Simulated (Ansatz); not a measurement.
The system is InP.

```
CELL_PARAMETERS angstrom
0.00000 2.93050 2.93050
2.93050 0.00000 2.93050
2.93050 2.93050 0.00000
ATOMIC_POSITIONS crystal
In 0.00000 0.00000 0.00000
P 0.75000 0.75000 0.75000
```

Base run:

```yaml
Program: Ansatz 0.2.0
Functional: PBEsol
Potentials_or_basis: all-electron LAPW, relativistic spinors
Cutoff: 245 eV
Density_cutoff: 979 eV
Basis_error_allowed: 0.001 eV/atom
k_mesh: 6 × 6 × 6
Occupations: fermi-dirac, width 0.05 eV
Spin: spin-orbit coupling, no magnetisation
```

Its results: band gap on the k mesh 0.58 eV, direct; pressure 0.5 GPa.

**Question.** After a change of settings the same cell gave: band gap on the k mesh 0.45 eV, direct; pressure -1.3 GPa. Which change was it?
A. functional from PBEsol to LDA
B. potentials or basis from all-electron LAPW, relativistic spinors to all-electron LAPW, scalar-relativistic; spin from spin-orbit coupling, no magnetisation to no spin polarisation
C. functional from PBEsol to PBE

**Answer.** A.

LDA binds more tightly than PBEsol, so the same cell stands under less pressure.

Not every run made on this cell is shown here.
